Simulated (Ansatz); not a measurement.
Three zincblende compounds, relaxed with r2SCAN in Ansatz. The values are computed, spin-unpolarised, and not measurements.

```json
{"compound": "BeSe", "a (Å)": "5.162", "gap, HSE06 (eV)": "3.49 (Γ → X)"}
{"compound": "BeTe", "a (Å)": "5.657", "gap, HSE06 (eV)": "2.69 (Γ → X)"}
{"compound": "GaP", "a (Å)": "5.451", "gap, HSE06 (eV)": "not needed"}
```

**Question.** What is the misfit strain of a coherent BeSe film on GaP?

**Answer.** ε∥ = (a_sub − a_film)/a_film = (5.451 − 5.162)/5.162 = +5.60 %: the film is in tension in the plane. At this size it stays coherent for a few layers at most.

**Question.** By Vegard's law, which share x of BeTe in (BeSe)₁₋ₓ(BeTe)ₓ matches the substrate?

**Answer.** (1 − x) × 5.162 + x × 5.657 = 5.451 gives x = (5.451 − 5.162)/(5.657 − 5.162) = 0.584.

**Question.** Without bowing, what gap would that alloy have?

**Answer.** (1 − 0.584) × 3.49 + 0.584 × 2.69 = 3.02 eV with HSE06. Bowing would lower it by b x(1 − x) = 0.243 b.

No spin-orbit coupling is included; it can move band edges with weight on the heavy atoms by tenths of an eV.

The meshes of the hybrids are coarse, so their gaps aren't converged to the digits shown.
